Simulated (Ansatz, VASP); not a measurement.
**One calculation of TePt, two programs**

The input INCAR:

```
PREC     = Accurate       # precision mode
ENCUT    = 520            # plane-wave cutoff, eV
EDIFF    = 1E-6           # SCF threshold, eV
ISMEAR   = 0              # smearing method
SIGMA    = 0.05           # smearing width, eV
LREAL    = False          # projectors in reciprocal space
LASPH    = True           # aspherical terms in the spheres
NELM     = 150            # most SCF steps
ALGO     = Normal         # electronic algorithm
ISIF     = 2              # what is computed and relaxed
LWAVE    = False          # write WAVECAR
LCHARG   = False          # write CHGCAR
ISPIN    = 2              # spin polarisation
MAGMOM   = 0 0 0 0        # initial moments
LORBIT   = 11             # projections on sites
LMAXMIX  = 4              # l up to which the mixer works
LDAU     = True           # DFT+U
LDAUTYPE = 2            
LDAUL    = -1 2           # shell
LDAUU    = 0 6            # U, eV
LDAUJ    = 0 0          
LDAUPRINT= 1            
GGA      = PS             # functional
NBANDS   = 28             # bands
```

The input KPOINTS:

```
Automatic mesh
0
Gamma
  5 5 4
```

Contents of POSCAR:

```
TePt
1.0
    4.1109992400      0.0000000000      0.0000000000
   -2.0554996200      3.5602297800      0.0000000000
    0.0000000000      0.0000000000      5.4459992500
Te Pt
2 2
Direct
    0.3333333333      0.6666666667      0.2500000000
    0.6666666667      0.3333333333      0.7500000000
    0.0000000000      0.0000000000      0.0000000000
    0.0000000000      0.0000000000      0.5000000000
```

Input for Ansatz:

```yaml
crystal:
  lattice:
    - [4.11099924, 0.0, 0.0]
    - [-2.05549962, 3.56022978, 0.0]
    - [0.0, 0.0, 5.44599925]
  atoms:
    - { symbol: Te, position: [0.3333333333, 0.6666666667, 0.25] }
    - { symbol: Te, position: [0.6666666667, 0.3333333333, 0.75] }
    - { symbol: Pt, position: [0.0, 0.0, 0.0], spin: 2.0 }
    - { symbol: Pt, position: [0.0, 0.0, 0.5], spin: 2.0 }
basis:
  ecutwfc: 420
  ecutrho_ratio: 4
kpoints:
  mp_grid: { grid: [5, 5, 4] }
hamiltonian:
  xc: pbesol
  hubbard:
    sites:
      - { site: 2, l: d, u_eff: 6.0, starting_ns: [{ spin: up, occupation_matrix: s2up }, { spin: down, occupation_matrix: s2down }] }
      - { site: 3, l: d, u_eff: 6.0, starting_ns: [{ spin: up, occupation_matrix: s3up }, { spin: down, occupation_matrix: s3down }] }
    occupation_matrices:
      s2up:
        matrix:
          - [0.97, 0.0, 0.0, 0.0, 0.0]
          - [0.0, 0.97, 0.0, 0.0, 0.0]
          - [0.0, 0.0, 0.97, 0.0, 0.0]
          - [0.0, 0.0, 0.0, 0.97, 0.0]
          - [0.0, 0.0, 0.0, 0.0, 0.97]
      s2down:
        matrix:
          - [0.97, 0.0, 0.0, 0.0, 0.0]
          - [0.0, 0.49231, 0.0, 0.0, -0.47499]
          - [0.0, 0.0, 0.49299, -0.475, 0.0]
          - [0.0, 0.0, -0.475, 0.49701, 0.0]
          - [0.0, -0.47499, 0.0, 0.0, 0.49769]
      s3up:
        matrix:
          - [0.97, 0.0, 0.0, 0.0, 0.0]
          - [0.0, 0.97, 0.0, 0.0, 0.0]
          - [0.0, 0.0, 0.97, 0.0, 0.0]
          - [0.0, 0.0, 0.0, 0.97, 0.0]
          - [0.0, 0.0, 0.0, 0.0, 0.97]
      s3down:
        matrix:
          - [0.97, 0.0, 0.0, 0.0, 0.0]
          - [0.0, 0.49231, 0.0, 0.0, 0.47499]
          - [0.0, 0.0, 0.49299, 0.475, 0.0]
          - [0.0, 0.0, 0.475, 0.49701, 0.0]
          - [0.0, 0.47499, 0.0, 0.0, 0.49769]
    ns_hold: { iters: 10 }
scf:
  occupations: { method: gaussian, width: 0.05 }
  lower_state_search: "off"
  max_iter: 150
output:
  forces: true
  stress: true
  eigenvalues: true
  populations: true
  hubbard: { sites: [{ site: 2, l: d }, { site: 3, l: d }] }
  write_density: true
  write_potential: true
  elf: true
  volumetric_format: npy
magnetization:
  spin_polarized: true
```

Alike in both runs: task single point; functional PBEsol; k mesh 5 × 5 × 4; occupations gaussian, width 0.05 eV; collinear spin; Hubbard terms Pt d U = 6.0 eV.

```csv
,VASP,Ansatz
version,VASP 6.6.1,Ansatz 0.2.0
potentials or method,"VASP PAW PBE potentials, release 64 (Te, Pt)","scalar-relativistic, plane waves, PAW"
plane-wave cutoff (eV),520,420
valence electrons in the cell,32,68
```

Ansatz gave:

```
gap on the k mesh at the Fermi level (eV)       : none
pressure (GPa)                                  : 11.4
largest component of the traceless stress (GPa) : 1.65
net moment per atom (μB)                        : 0.00
```

Task: Estimate VASP's values.

Result: gap on the k mesh at the Fermi level (eV): none; pressure (GPa): 2.3; largest component of the traceless stress (GPa): 0.61; net moment per atom (μB): 0.00.

The programs project onto different local orbitals, so the same U acts differently. A gap of «none» marks a metal or a gap that the smearing closes. The two sets of potentials don't hold the same shells in valence. Ansatz warned: «filled_band_counts_differ_across_k_points».

Caveats: the PAW data sets were made with another functional, which shifts forces and pressure a little (VASP); the U is typed as a test and isn't derived for this compound. The state reached can hang on the start; a lower one may exist. The runs have no spin-orbit coupling, so splittings on Pt, Te are missing.
